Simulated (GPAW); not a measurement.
A run of GPAW 26.7.0 is set up as follows.

Contents of run.py:

```python
import spglib
from ase import Atoms
from ase.calculators.mixing import SumCalculator
from ase.eos import EquationOfState
from ase.io import Trajectory, read
from ase.units import GPa
from dftd3.ase import DFTD3
from gpaw import GPAW, PW

atoms = read('Cu.cif')
cell, positions, numbers = spglib.find_primitive(
    (atoms.cell[:], atoms.get_scaled_positions(), atoms.numbers), symprec=1e-4)
atoms = Atoms(numbers, cell=cell, scaled_positions=positions, pbc=True)

traj = Trajectory('eos.traj', 'w')
volumes, energies = [], []
for x in [0.94, 0.96, 0.98, 1.0, 1.02, 1.04, 1.06]:
    a = atoms.copy()
    a.set_cell(atoms.cell * x**(1 / 3), scale_atoms=True)
    calc = GPAW(mode=PW(600),
                xc='RPBE',
                kpts={'size': (13, 13, 13), 'gamma': True},
                occupations={'name': 'fermi-dirac', 'width': 0.05},
                nbands=14,
                convergence={'density': 1e-05, 'energy': 1e-05},
                maxiter=150,
                txt=f'eos-{x:.2f}.txt')
    a.calc = SumCalculator([calc, DFTD3(method='rpbe', damping='d3bj')])
    energies.append(a.get_potential_energy())
    volumes.append(a.get_volume())
    p = -a.get_stress()[:3].mean() / GPa
    calc.write(f'eos-{x:.2f}.gpw')
    traj.write(a)
    print(f'{x:.2f} {volumes[-1]:10.4f} A^3 {energies[-1]:14.6f} eV {p:9.3f} GPa', flush=True)

v0, e0, B = EquationOfState(volumes, energies, eos='birchmurnaghan').fit()
print(f'V0 = {v0:.4f} A^3, E0 = {e0:.6f} eV, B0 = {B / GPa:.2f} GPa')
```

The input Cu.cif:

```cif
data_Cu
_cell_length_a 3.61500000
_cell_length_b 3.61500000
_cell_length_c 3.61500000
_cell_angle_alpha 90.00000000
_cell_angle_beta 90.00000000
_cell_angle_gamma 90.00000000
_space_group_name_H-M_alt 'Fm-3m'
_space_group_name_Hall '-F 4 2 3'
_space_group_IT_number 225
loop_
_space_group_symop_operation_xyz
'x,y,z'
'-x,-y,-z'
'-y,x,z'
'y,-x,-z'
'-x,-y,z'
'x,y,-z'
'y,-x,z'
'-y,x,-z'
'x,-y,-z'
'-x,y,z'
'-y,-x,-z'
'y,x,z'
'-x,y,-z'
'x,-y,z'
'y,x,-z'
'-y,-x,z'
'z,x,y'
'-z,-x,-y'
'z,-y,x'
'-z,y,-x'
'z,-x,-y'
'-z,x,y'
'z,y,-x'
'-z,-y,x'
'-z,x,-y'
'z,-x,y'
'-z,-y,-x'
'z,y,x'
'-z,-x,y'
'z,x,-y'
'-z,y,x'
'z,-y,-x'
'y,z,x'
'-y,-z,-x'
'x,z,-y'
'-x,-z,y'
'-y,z,-x'
'y,-z,x'
'-x,z,y'
'x,-z,-y'
'-y,-z,x'
'y,z,-x'
'-x,-z,-y'
'x,z,y'
'y,-z,-x'
'-y,z,x'
'x,-z,y'
'-x,z,-y'
'x,y+1/2,z+1/2'
'-x,-y+1/2,-z+1/2'
'-y,x+1/2,z+1/2'
'y,-x+1/2,-z+1/2'
'-x,-y+1/2,z+1/2'
'x,y+1/2,-z+1/2'
'y,-x+1/2,z+1/2'
'-y,x+1/2,-z+1/2'
'x,-y+1/2,-z+1/2'
'-x,y+1/2,z+1/2'
'-y,-x+1/2,-z+1/2'
'y,x+1/2,z+1/2'
[... 40 lines left out ...]
'-x+1/2,-y,z+1/2'
'x+1/2,y,-z+1/2'
'y+1/2,-x,z+1/2'
'-y+1/2,x,-z+1/2'
'x+1/2,-y,-z+1/2'
'-x+1/2,y,z+1/2'
'-y+1/2,-x,-z+1/2'
'y+1/2,x,z+1/2'
'-x+1/2,y,-z+1/2'
'x+1/2,-y,z+1/2'
'y+1/2,x,-z+1/2'
'-y+1/2,-x,z+1/2'
'z+1/2,x,y+1/2'
'-z+1/2,-x,-y+1/2'
'z+1/2,-y,x+1/2'
'-z+1/2,y,-x+1/2'
'z+1/2,-x,-y+1/2'
'-z+1/2,x,y+1/2'
'z+1/2,y,-x+1/2'
'-z+1/2,-y,x+1/2'
'-z+1/2,x,-y+1/2'
'z+1/2,-x,y+1/2'
'-z+1/2,-y,-x+1/2'
'z+1/2,y,x+1/2'
'-z+1/2,-x,y+1/2'
'z+1/2,x,-y+1/2'
'-z+1/2,y,x+1/2'
'z+1/2,-y,-x+1/2'
'y+1/2,z,x+1/2'
'-y+1/2,-z,-x+1/2'
'x+1/2,z,-y+1/2'
'-x+1/2,-z,y+1/2'
'-y+1/2,z,-x+1/2'
'y+1/2,-z,x+1/2'
'-x+1/2,z,y+1/2'
'x+1/2,-z,-y+1/2'
'-y+1/2,-z,x+1/2'
'y+1/2,z,-x+1/2'
'-x+1/2,-z,-y+1/2'
'x+1/2,z,y+1/2'
'y+1/2,-z,-x+1/2'
'-y+1/2,z,x+1/2'
'x+1/2,-z,y+1/2'
'-x+1/2,z,-y+1/2'
'x+1/2,y+1/2,z'
'-x+1/2,-y+1/2,-z'
'-y+1/2,x+1/2,z'
'y+1/2,-x+1/2,-z'
'-x+1/2,-y+1/2,z'
'x+1/2,y+1/2,-z'
'y+1/2,-x+1/2,z'
'-y+1/2,x+1/2,-z'
'x+1/2,-y+1/2,-z'
'-x+1/2,y+1/2,z'
'-y+1/2,-x+1/2,-z'
'y+1/2,x+1/2,z'
'-x+1/2,y+1/2,-z'
'x+1/2,-y+1/2,z'
'y+1/2,x+1/2,-z'
'-y+1/2,-x+1/2,z'
'z+1/2,x+1/2,y'
'-z+1/2,-x+1/2,-y'
'z+1/2,-y+1/2,x'
'-z+1/2,y+1/2,-x'
'z+1/2,-x+1/2,-y'
'-z+1/2,x+1/2,y'
'z+1/2,y+1/2,-x'
'-z+1/2,-y+1/2,x'
'-z+1/2,x+1/2,-y'
'z+1/2,-x+1/2,y'
'-z+1/2,-y+1/2,-x'
'z+1/2,y+1/2,x'
'-z+1/2,-x+1/2,y'
'z+1/2,x+1/2,-y'
'-z+1/2,y+1/2,x'
'z+1/2,-y+1/2,-x'
'y+1/2,z+1/2,x'
'-y+1/2,-z+1/2,-x'
'x+1/2,z+1/2,-y'
'-x+1/2,-z+1/2,y'
'-y+1/2,z+1/2,-x'
'y+1/2,-z+1/2,x'
'-x+1/2,z+1/2,y'
'x+1/2,-z+1/2,-y'
'-y+1/2,-z+1/2,x'
'y+1/2,z+1/2,-x'
'-x+1/2,-z+1/2,-y'
'x+1/2,z+1/2,y'
'y+1/2,-z+1/2,-x'
'-y+1/2,z+1/2,x'
'x+1/2,-z+1/2,y'
'-x+1/2,z+1/2,-y'
loop_
_atom_site_label
_atom_site_type_symbol
_atom_site_symmetry_multiplicity
_atom_site_Wyckoff_symbol
_atom_site_fract_x
_atom_site_fract_y
_atom_site_fract_z
_atom_site_occupancy
Cu1 Cu 4 a 0.0000000000 0.0000000000 0.0000000000 1
```

Potentials or basis: the program's PAW data sets (release 1.2.1) made for this functional, pw.

Run with:

```bash
$ OMP_NUM_THREADS=1 python run.py
```

**Question.** Predict the equilibrium volume.

**Answer.** Outside the volumes run.

Energy against volume, from the lowest point:
| volume (Å³/atom) | energy (meV/atom) |
| --- | --- |
| 11.102 | 0.00 |
| 11.338 | 36.32 |
| 11.574 | 76.58 |
| 11.810 | 120.26 |
| 12.047 | 166.87 |
| 12.283 | 216.04 |
| 12.519 | 267.40 |

Caveat: with this Cu data set, volumes or pressures lay over 1.5 % or 2 GPa off other programs in two to four cells of ten.
